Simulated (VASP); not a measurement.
# Nb (P6_3/mmc) in VASP: notebook

Runs on Nb. Level: RPBE. Tasks: single point.

Program: VASP 6.6.1. These are calculated values, not measurements. Logs are shortened: lines on timing, memory, paths and dates and some standing lists are left out, and cuts for length are marked.

## (1) The structure

Symmetry: P6_3/mmc, No. 194, hexagonal system. Conventional cell: a = 2.884 Å, b = 2.884 Å, c = 10.558 Å, α = 90.00°, β = 90.00°, γ = 120.00°. Nb (site symmetry -3m) is surrounded by 12 Nb at 2.88 to 3.12 Å. Around Nb (site symmetry -6m2) lie 12 Nb at 2.88 to 3.12 Å.

This isn't the form of Nb at room conditions, which is bcc.

## (2) Single point, RPBE

INCAR

```
  PREC = Accurate
  ENCUT = 520
  EDIFF = 1E-6
  ISMEAR = -1
  SIGMA = 0.1
  LREAL = F
  LASPH = T
  NELM = 100
  ALGO = Fast
  ISIF = 2
  LWAVE = F
  LCHARG = F
  GGA = RP
  NBANDS = 34
```

KPOINTS

```
Automatic mesh
0
Gamma
  17 17 4
```

POSCAR

```
Nb
1.0
    2.8844360853      0.0000000000      0.0000000000
   -1.4422180426      2.4979949254      0.0000000000
    0.0000000000      0.0000000000     10.5582599364
Nb
4
Direct
    0.0000000000      1.0000000000      1.0000000000
    0.0000000000      1.0000000000      0.5000000000
    0.3333333333      0.6666666667      0.2500000000
    0.6666666667      0.3333333333      0.7500000000
```

Potentials or basis: VASP PAW PBE potentials, release 64 (Nb_sv).

The run is started by

```bash
> cat potpaw_PBE.64/Nb_sv/POTCAR > POTCAR
> mpirun -np 1 vasp_std > vasp.out
```

OUTCAR:

```text
PREC = Accurate
   ENCUT = 520
   EDIFF = 1E-6
   ISMEAR = -1
   LREAL = F
   LASPH = T
   NELM = 100
   ISIF = 2
   GGA = RP

 ion  position               nearest neighbor table
   1  0.000  0.000  0.000-
   2  0.000  0.000  0.500-
   3  0.333  0.667  0.250-
   4  0.667  0.333  0.750-

  LATTYP: Found a hexagonal cell.
 ALAT       =     2.8844360853
 C/A-ratio  =     3.6604242993

  Lattice vectors:

 A1 = (   2.8844360853,   0.0000000000,   0.0000000000)
 A2 = (  -1.4422180426,   2.4979949254,   0.0000000000)
 A3 = (   0.0000000000,   0.0000000000,  10.5582599364)

Analysis of symmetry for initial positions (statically):
=====================================================================
 Subroutine PRICEL returns:
 Original cell was already a primitive cell.

 Routine SETGRP: Setting up the symmetry group for a
 hexagonal supercell.

 Subroutine GETGRP returns: Found 24 space group operations
 (whereof 12 operations were pure point group operations)
 out of a pool of 24 trial point group operations.

The static configuration has the point symmetry D_3d.
 The point group associated with its full space group is D_6h.

Analysis of symmetry for dynamics (positions and initial velocities):
=====================================================================
 Subroutine PRICEL returns:
 Original cell was already a primitive cell.

 Routine SETGRP: Setting up the symmetry group for a
 hexagonal supercell.

 Subroutine GETGRP returns: Found 24 space group operations
 (whereof 12 operations were pure point group operations)
 out of a pool of 24 trial point group operations.

The dynamic configuration has the point symmetry D_3d.
 The point group associated with its full space group is D_6h.

 Subroutine INISYM returns: Found 24 space group operations
 (whereof 12 operations are pure point group operations),
 and found     1 'primitive' translations

----------------------------------------------------------------------------------------

                                     Primitive cell

  volume of cell :      76.0755

  direct lattice vectors                    reciprocal lattice vectors
     2.884436085  0.000000000  0.000000000     0.346688216  0.200160535  0.000000000
    -1.442218043  2.497994925  0.000000000     0.000000000  0.400321069  0.000000000
     0.000000000  0.000000000 10.558259936     0.000000000  0.000000000  0.094712576

  length of vectors
     2.884436085  2.884436085 10.558259936     0.400321069  0.400321069  0.094712576

  position of ions in fractional coordinates (direct lattice)
     0.000000000  0.000000000  0.000000000
     0.000000000  0.000000000  0.500000000
     0.333333333  0.666666667  0.250000000
     0.666666667  0.333333333  0.750000000

  ion indices of the primitive-cell ions
   primitive index   ion index
                 1           1
                 2           2
                 3           3
                 4           4

----------------------------------------------------------------------------------------

 KPOINTS: Automatic mesh

Automatic generation of k-mesh.
 Grid dimensions read from file:
 generate k-points for:   17   17    4

 Generating k-lattice:

  Cartesian coordinates                     Fractional coordinates (reciprocal lattice)
     0.020393424  0.011774149  0.000000000     0.058823529  0.000000000  0.000000000
     0.000000000  0.023548298  0.000000000     0.000000000  0.058823529  0.000000000
     0.000000000  0.000000000  0.023678144     0.000000000  0.000000000  0.250000000

  Length of vectors
     0.023548298  0.023548298  0.023678144

  Shift w.r.t. Gamma in fractional coordinates (k-lattice)
     0.000000000  0.000000000  0.000000000

 Subroutine IBZKPT returns following result:
 ===========================================

 Found     99 irreducible k-points:

 Following reciprocal coordinates:
            Coordinates               Weight
  0.000000  0.000000  0.000000      1.000000
  0.058824  0.000000  0.000000      6.000000
  0.117647  0.000000  0.000000      6.000000
  0.176471 -0.000000  0.000000      6.000000
  0.235294  0.000000  0.000000      6.000000
  0.294118  0.000000  0.000000      6.000000
[... 16 lines left out ...]
  0.411765  0.117647  0.000000     12.000000
  0.176471  0.176471  0.000000      6.000000
 [... further k-points ...]
   k-points           NKPTS =     99   k-points in BZ     NKDIM =     99   number of bands    NBANDS=     34
   number of dos      NEDOS =    301   number of ions     NIONS =      4
   total plane-waves  NPLWV =  46080
   dimension x,y,z NGX =    24 NGY =   24 NGZ =   80
   dimension x,y,z NGXF=    48 NGYF=   48 NGZF=  160
   ions per type =               4
   NGX,Y,Z   is equivalent  to a cutoff of  13.83, 13.83, 12.60 a.u.
   NGXF,Y,Z  is equivalent  to a cutoff of  27.67, 27.67, 25.19 a.u.
 SYSTEM =  unknown system
   PREC   = accura    normal or accurate (medium, high low for compatibility)
   ISTART =      0    job   : 0-new  1-cont  2-samecut
   ICHARG =      2    charge: 1-file 2-atom 10-const
   ISPIN  =      1    spin polarized calculation?
   LNONCOLLINEAR =      F non collinear calculations
   LSORBIT =      F    spin-orbit coupling
   LASPH  =      T    aspherical Exc in radial PAW
   ENCUT  =  520.0 eV  38.22 Ry    6.18 a.u.   5.36  5.36 19.63*2*pi/ulx,y,z
   NELM   =    100;   NELMIN=  2; NELMDL= -5     # of ELM steps
   EDIFF  = 0.1E-05   stopping-criterion for ELM
   LREAL  =      F    real-space projection
   EDIFFG = 0.1E-04   stopping-criterion for IOM
   NSW    =      0    number of steps for IOM
   IBRION =     -1    ionic relax: 0-MD 1-quasi-New 2-CG
   NFREE  =      0    steps in history (QN), initial steepest desc. (CG)
   ISIF   =      2    stress and relaxation
   ISYM   =      2    0-nonsym 1-usesym 2-fastsym
   POTIM  = 0.5000    time-step for ionic-motion
   TEBEG  =    0.0;   TEEND  =   0.0 temperature during run
   PSTRESS=    0.0 pullay stress
   NELECT =      52.0000    total number of electrons
   NUPDOWN=      -1.0000    fix difference up-down
   EMIN   =  10.00;   EMAX   =-10.00  energy-range for DOS
   EFERMI =   0.00;   METHOD = LEGACY
   ISMEAR =    -1;   SIGMA  =   0.10  broadening in eV -4-tet -1-fermi 0-gaus
   EFERMI_NEDOS =   21; number of points for ismear=-14 and -15
   IALGO  =     68    algorithm
   IMIX   =      4    mixing-type and parameters
     AMIX     =   0.40;   BMIX     =  1.00
     AMIX_MAG =   1.60;   BMIX_MAG =  1.00
  volume/ion in A,a.u.               =      19.02       128.35
  Fermi-wavevector in a.u.,A,eV,Ry     =   1.442097  2.725167 28.295253  2.079642
  Thomas-Fermi vector in A             =   2.560655
   LORBIT       =      0    0 simple, 1 ext, 2 COOP (PROOUT), +10 PAW based schemes
   GGA     = RP    functional components
   LHFCALC =     F    Hartree Fock is set to
   AEXX    =    0.0000 exact exchange contribution
   IVDW    =     0    specifies the selected vdW correction
   LEPSILON=     F    determine dielectric tensor
   LRPA    =     F    only Hartree local field effects (RPA)
 non-spin polarized calculation
 RMM-DIIS sequential band-by-band and
  energy-cutoff  :      520.00
  volume of cell :       76.08
 maximum number of plane-waves:      2091
 NGX is ok and might be reduce to    24
   NGX = 11   NGY = 11   NGZ = 39

 number of electron      52.0000005 magnetization

 Free energy of the ion-electron system (eV)
  ---------------------------------------------------
  ext. energy  EPLUGINS =         0.00000000
  ---------------------------------------------------
  free energy    TOTEN  =       -37.77518574 eV

  energy without entropy =      -37.59315156  energy(sigma->0) =      -37.68416865

 E-fermi :  10.8416     XC(G=0): -12.1376

 val. band max:       10.8360186599   @ k =   0.1176   0.0588   0.2500
 cond. band min:      10.8443634029   @ k =   0.2353   0.1765   0.2500
 fundamental gap:      0.0083447430
 Fermi energy:        10.8415524774

 k-point     1 :       0.0000    0.0000    0.0000
  band No.  band energies     occupation
      1     -43.9389      2.00000
      2     -43.8955      2.00000
      3     -43.8672      2.00000
      4     -43.8231      2.00000
      5     -20.3795      2.00000
      6     -19.9745      2.00000
[... 26 lines left out ...]
     33      13.5528      0.00000
     34      13.6548      0.00000

 k-point     2 :       0.0588    0.0000    0.0000
  band No.  band energies     occupation
      1     -43.9319      2.00000
      2     -43.8893      2.00000
      3     -43.8610      2.00000
      4     -43.8177      2.00000
      5     -20.3668      2.00000
      6     -19.9703      2.00000
[... 26 lines left out ...]
     33      13.3510      0.00000
     34      13.4571      0.00000

 k-point     3 :       0.1176    0.0000    0.0000
  band No.  band energies     occupation
      1     -43.9116      2.00000
      2     -43.8713      2.00000
      3     -43.8430      2.00000
      4     -43.8021      2.00000
      5     -20.3299      2.00000
      6     -19.9604      2.00000
[... 26 lines left out ...]
     33      12.8498      0.00000
     34      13.1659      0.00000

 k-point     4 :       0.1765   -0.0000    0.0000
  band No.  band energies     occupation
      1     -43.8804      2.00000
      2     -43.8440      2.00000
      3     -43.8157      2.00000
      4     -43.7787      2.00000
      5     -20.2721      2.00000
      6     -19.9567      2.00000
[... 26 lines left out ...]
     33      12.4779      0.00000
     34      12.8817      0.00000

 k-point     5 :       0.2353    0.0000    0.0000
  band No.  band energies     occupation
      1     -43.8422      2.00000
      2     -43.8108      2.00000
      3     -43.7825      2.00000
      4     -43.7507      2.00000
      5     -20.1997      2.00000
      6     -20.0021      2.00000
[... 621 lines left out ...]
 k-point    22 :       0.3529    0.1176    0.0000
  band No.  band energies     occupation
      1     -43.7255      2.00000
      2     -43.7142      2.00000
      3     -43.6858      2.00000
      4     -43.6745      2.00000
      5     -20.4303      2.00000
      6     -20.4182      2.00000
[... 26 lines left out ...]
     33      14.3849      0.00000
     34      14.9020      0.00000

 k-point    23 :       0.4118    0.1176    0.0000
  band No.  band energies     occupation
      1     -43.7098      2.00000
      2     -43.7023      2.00000
      3     -43.6739      2.00000
      4     -43.6664      2.00000
      5     -20.4963      2.00000
      6     -20.4790      2.00000
[... 26 lines left out ...]
     33      14.7749      0.00000
     34      15.0628      0.00000

 k-point    24 :       0.1765    0.1765    0.0000
  band No.  band energies     occupation
      1     -43.7924      2.00000
      2     -43.7685      2.00000
      3     -43.7401      2.00000
      4     -43.7159      2.00000
      5     -20.1276      2.00000
      6     -20.1158      2.00000
[... 26 lines left out ...]
     33      13.5956      0.00000
     34      14.6596      0.00000

 [... further k-points ...]
[... 5 lines left out ...]
  --------------------------------------------------------------------------------------
  -------------------------------------------------------------------------------------
  Total       -0.1194096     -0.1194096     -0.2039650     -0.0000000     -0.0000000      0.0000000
  in kB       -2.5148080     -2.5148080     -4.2955763     -0.0000000     -0.0000000      0.0000000
  external PRESSURE =      -3.1083974 kB  Pullay stress =       0.0000000 kB

 VOLUME and BASIS-vectors are now :
 -----------------------------------------------------------------------------
  energy-cutoff  :      520.00
  volume of cell :       76.08
      direct lattice vectors                 reciprocal lattice vectors
     2.884436085  0.000000000  0.000000000     0.346688216  0.200160535  0.000000000
    -1.442218043  2.497994925  0.000000000     0.000000000  0.400321069  0.000000000
     0.000000000  0.000000000 10.558259936     0.000000000  0.000000000  0.094712576

 POSITION                                       TOTAL-FORCE (eV/Angst)
 -----------------------------------------------------------------------------------
      0.00000      0.00000      0.00000        -0.000000      0.000000     -0.000000
      0.00000      0.00000      5.27913        -0.000000      0.000000     -0.000000
     -0.00000      1.66533      2.63956         0.000000     -0.000000      0.000000
      1.44222      0.83266      7.91869        -0.000000      0.000000      0.000000
 -----------------------------------------------------------------------------------
    total drift:                               -0.000000      0.000000     -0.000000

  FREE ENERGIE OF THE ION-ELECTRON SYSTEM (eV)
  ---------------------------------------------------
  free  energy   TOTEN  =       -37.7751857425 eV

  energy  without entropy=      -37.5931515563  energy(sigma->0) =      -37.68416865
```

Run time: 6.9 min. Hardware: 1 thread of AMD EPYC 9R45 (Zen 5), shared host; peak memory 0.3 GiB.

What came out:

```
Free energy            : -37.7752 eV
Pressure               : -0.3 GPa
Band gap on the k mesh : none (metal or under the smearing width)
```

Stress tensor (GPa, compression positive):
```
-0.25  0.00  0.00
 0.00 -0.25  0.00
 0.00  0.00 -0.43
```

Levels at points of the mesh, in eV from the Fermi level:
| k point | band 22 | band 23 | band 24 | band 25 | band 26 | band 27 | band 28 | band 29 | band 30 | band 31 |
| --- | --- | --- | --- | --- | --- | --- | --- | --- | --- | --- |
| (0.00, 0.00, 0.00) | -1.21 | -0.93 | 0.28 | 0.28 | 0.38 | 0.39 | 0.39 | 0.57 | 0.57 | 0.69 |
| (0.00, 0.00, 0.50) | -1.09 | -0.43 | -0.43 | 0.35 | 0.35 | 0.35 | 0.35 | 0.60 | 0.60 | 0.60 |

Caveat: the PAW data sets were made with another functional, which shifts forces and pressure a little.

## (3) Single point, RPBE

INCAR

```
  ALGO = Fast
  EDIFF = 1E-7
  ENCUT = 520
  GGA = RP
  ISIF = 2
  ISMEAR = -1
  LASPH = T
  LCHARG = T
  LELF = T
  LREAL = F
  LVHAR = T
  LWAVE = F
  NBANDS = 34
  NELM = 100
  PREC = Accurate
  SIGMA = 0.1
```

KPOINTS

```
k-points
0
Gamma
  14 14 4
```

POSCAR is that of step 2.

Potentials or basis: VASP PAW PBE potentials, release 64 (Nb_sv).

The run is started by

```bash
> cat potpaw_PBE.64/Nb_sv/POTCAR > POTCAR
> mpirun -np 1 vasp_std > vasp.out
```

OUTCAR:

```text
EDIFF = 1E-7
   ENCUT = 520
   GGA = RP
   ISIF = 2
   ISMEAR = -1
   LASPH = T
   LREAL = F
   NELM = 100
   PREC = Accurate

 ion  position               nearest neighbor table
   1  0.000  0.000  0.000-
   2  0.000  0.000  0.500-
   3  0.333  0.667  0.250-
   4  0.667  0.333  0.750-

  LATTYP: Found a hexagonal cell.
 ALAT       =     2.8844360853
 C/A-ratio  =     3.6604242993

  Lattice vectors:

 A1 = (   2.8844360853,   0.0000000000,   0.0000000000)
 A2 = (  -1.4422180426,   2.4979949254,   0.0000000000)
 A3 = (   0.0000000000,   0.0000000000,  10.5582599364)

Analysis of symmetry for initial positions (statically):
=====================================================================
 Subroutine PRICEL returns:
 Original cell was already a primitive cell.

 Routine SETGRP: Setting up the symmetry group for a
 hexagonal supercell.

 Subroutine GETGRP returns: Found 24 space group operations
 (whereof 12 operations were pure point group operations)
 out of a pool of 24 trial point group operations.

The static configuration has the point symmetry D_3d.
 The point group associated with its full space group is D_6h.

Analysis of symmetry for dynamics (positions and initial velocities):
=====================================================================
 Subroutine PRICEL returns:
 Original cell was already a primitive cell.

 Routine SETGRP: Setting up the symmetry group for a
 hexagonal supercell.

 Subroutine GETGRP returns: Found 24 space group operations
 (whereof 12 operations were pure point group operations)
 out of a pool of 24 trial point group operations.

[... 112 lines left out ...]
   ISYM   =      2    0-nonsym 1-usesym 2-fastsym
   POTIM  = 0.5000    time-step for ionic-motion
   TEBEG  =    0.0;   TEEND  =   0.0 temperature during run
   PSTRESS=    0.0 pullay stress
   NELECT =      52.0000    total number of electrons
   NUPDOWN=      -1.0000    fix difference up-down
   EMIN   =  10.00;   EMAX   =-10.00  energy-range for DOS
   EFERMI =   0.00;   METHOD = LEGACY
   ISMEAR =    -1;   SIGMA  =   0.10  broadening in eV -4-tet -1-fermi 0-gaus
   EFERMI_NEDOS =   21; number of points for ismear=-14 and -15
   IALGO  =     68    algorithm
   IMIX   =      4    mixing-type and parameters
     AMIX     =   0.40;   BMIX     =  1.00
     AMIX_MAG =   1.60;   BMIX_MAG =  1.00
  volume/ion in A,a.u.               =      19.02       128.35
  Fermi-wavevector in a.u.,A,eV,Ry     =   1.442097  2.725167 28.295253  2.079642
  Thomas-Fermi vector in A             =   2.560655
   LORBIT       =      0    0 simple, 1 ext, 2 COOP (PROOUT), +10 PAW based schemes
   GGA     = RP    functional components
   LHFCALC =     F    Hartree Fock is set to
   AEXX    =    0.0000 exact exchange contribution
   IVDW    =     0    specifies the selected vdW correction
   LEPSILON=     F    determine dielectric tensor
   LRPA    =     F    only Hartree local field effects (RPA)
 non-spin polarized calculation
 RMM-DIIS sequential band-by-band and
  energy-cutoff  :      520.00
  volume of cell :       76.08
 maximum number of plane-waves:      2091
 NGX is ok and might be reduce to    24
   NGX = 11   NGY = 11   NGZ = 39

 number of electron      52.0000005 magnetization

 Free energy of the ion-electron system (eV)
  ---------------------------------------------------
  ext. energy  EPLUGINS =         0.00000000
  ---------------------------------------------------
  free energy    TOTEN  =       -37.60920975 eV

  energy without entropy =      -37.42943182  energy(sigma->0) =      -37.51932078

 E-fermi :  10.8505     XC(G=0): -12.1376

 val. band max:       10.8503389336   @ k =   0.0714   0.0714   0.2500
 cond. band min:      10.8515762611   @ k =   0.2857   0.2857   0.0000
 fundamental gap:      0.0012373275
 Fermi energy:        10.8505435765

 k-point     1 :       0.0000    0.0000    0.0000
  band No.  band energies     occupation
      1     -43.9379      2.00000
      2     -43.8965      2.00000
      3     -43.8629      2.00000
      4     -43.8207      2.00000
      5     -20.3772      2.00000
      6     -19.9733      2.00000
[... 877 lines left out ...]
     33      14.0088      0.00000
     34      14.5614      0.00000

 [... further k-points ...]
[... 5 lines left out ...]
  --------------------------------------------------------------------------------------
  -------------------------------------------------------------------------------------
  Total        0.1892190      0.1892190     -0.1392163      0.0000000      0.0000000      0.0000000
  in kB        3.9850207      3.9850207     -2.9319449      0.0000000      0.0000000      0.0000000
  external PRESSURE =       1.6793655 kB  Pullay stress =       0.0000000 kB

 VOLUME and BASIS-vectors are now :
 -----------------------------------------------------------------------------
  energy-cutoff  :      520.00
  volume of cell :       76.08
      direct lattice vectors                 reciprocal lattice vectors
     2.884436085  0.000000000  0.000000000     0.346688216  0.200160535  0.000000000
    -1.442218043  2.497994925  0.000000000     0.000000000  0.400321069  0.000000000
     0.000000000  0.000000000 10.558259936     0.000000000  0.000000000  0.094712576

 POSITION                                       TOTAL-FORCE (eV/Angst)
 -----------------------------------------------------------------------------------
      0.00000      0.00000      0.00000         0.000000      0.000000      0.000000
      0.00000      0.00000      5.27913         0.000000      0.000000      0.000000
     -0.00000      1.66533      2.63956         0.000000     -0.000000      0.000000
      1.44222      0.83266      7.91869        -0.000000      0.000000     -0.000000
 -----------------------------------------------------------------------------------
    total drift:                               -0.000000      0.000000     -0.000000

  FREE ENERGIE OF THE ION-ELECTRON SYSTEM (eV)
  ---------------------------------------------------
  free  energy   TOTEN  =       -37.6092097475 eV

  energy  without entropy=      -37.4294318201  energy(sigma->0) =      -37.51932078
```

Wall time 8.3 min (1 thread of AMD EPYC 9R45 (Zen 5), shared host); peak memory 0.26 GiB.

What came out:

```yaml
Free_energy: -37.6092 eV
Pressure: 0.2 GPa
Band_gap_on_the_k_mesh: none (metal or under the smearing width)
```

Caveat: the PAW data sets were made with another functional, which shifts forces and pressure a little.

(Continued in part 2 of 2.)
